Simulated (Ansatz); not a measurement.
**Energy ranking of Mg2O structures**

Method: DFT PBE, scalar-relativistic, plane waves, PAW (Ansatz). Settings: cutoff 420 eV, Γ-centred meshes spaced at most about 0.3 Å⁻¹, and about 0.25 Å⁻¹ or finer for metals (2π included), Gaussian smearing. No spin polarisation.

Formation energies are uncorrected and refer to the elements' standard structures at the same level (O₂ as a molecule).

Temperature and zero-point effects are left out. Larger cells and other orderings weren't all tried, so the list isn't exhaustive. For metals, differences of a few meV/atom aren't resolved. Weakly bound directions are ill-defined at this level, which has no dispersion term (Pmm2), and this can change margins and order among such cells.

Invented guesses were relaxed alike, and ends that match in structure were merged. ΔE counts from the first row. Coordination counts O atoms around Mg (those within 1.25 times the shortest such distance or 1.15 times the sum of covalent radii; a plus sign parts nearer from farther groups; the shortest distance is added where it is long for a bond; a slash parts the counts of unlike sites). The ends were matched against large subsets of the Crystallography Open Database and the Materials Project, so a missing match doesn't prove that a structure is unreported.

```
#                                            reached from                   type and space group  atoms  Å³/atom           coordination  ΔE (meV/atom)  gap on mesh (eV)  in databases
1                     a cell proposed by chemical analogy                        P-3m1 (No. 164)      6     13.8  Mg 3/6/6+6 from 4.2 Å              0              0.00      no match
2                     a cell proposed by chemical analogy                       P4/nmm (No. 129)      6     13.7                 Mg 1/5             49              0.00      no match
3                     a cell proposed by chemical analogy   anti-cadmium iodide, P-3m1 (No. 164)      3     13.9                   Mg 3             72              0.00      no match
4                     a cell proposed by chemical analogy  anti-cadmium chloride, R-3m (No. 166)      3     13.7                   Mg 3             87              0.00      no match
5                            anti-anatase type (I4_1/amd)       anti-anatase, I4_1/amd (No. 141)      6     14.0                   Mg 3            147              0.00      no match
6                                             random cell                        P-4m2 (No. 115)      3     16.5                   Mg 2            151              0.00      no match
7                             anti-rutile type (P4_2/mnm)        anti-rutile, P4_2/mnm (No. 136)      6     14.3                   Mg 3            288              0.00      no match
8  6-connected net, two elements spread over the vertices                          Pmm2 (No. 25)      3     21.6                 Mg 1/2            412              0.00      no match
9                                     TbCd2 type (P6/mmm)                       P6/mmm (No. 191)      3     17.2        Mg 6 from 3.0 Å           1983              0.00      no match
```

The lowest: Space group P-3m1 (No. 164), trigonal, a = 3.077 Å, c = 10.103 Å. Mg on a site of symmetry -3m has 6 O at 2.15 Å and 12 Mg at 3.04–3.08 Å; Mg on a site of symmetry 3m is surrounded by 3 O at 2.17 Å and 12 Mg at 3.04–3.14 Å; Mg on a second site of symmetry -3m has 12 Mg at 3.08–3.14 Å; O has 6 Mg at 2.15–2.17 Å. Its energy over the elements is −1.65 eV/atom. Whether it is stable depends on the other phases of the system, which aren't compared here. An observed structure of this formula, if there is one, may be missing.

```
Mg O
1.0
     3.07735    0.00000    0.00000
    -1.53868    2.66507    0.00000
     0.00000    0.00000   10.10258
Mg O
4 2
Direct
  0.00000 0.00000 0.00000
  0.33333 0.66667 0.75590
  0.66667 0.33333 0.24410
  0.00000 0.00000 0.50000
  0.33333 0.66667 0.12050
  0.66667 0.33333 0.87950
```

The second: Space group P4/nmm (No. 129), tetragonal, a = 3.049 Å, c = 8.866 Å. Mg on its first site is surrounded by 5 O at 2.13–2.16 Å and 12 Mg at 3.03–3.14 Å; around Mg on its second site lie 1 O at 2.28 Å and 12 Mg at 3.05–3.14 Å; around O lie 6 Mg at 2.13–2.28 Å. Counting O atoms around Mg, the first has Mg 3/6/6+6 from 4.2 Å and the second has Mg 1/5. Cells relaxed within their symmetry can be saddle points. Some candidate types were left out of the draw beforehand, so a known form may be missing.
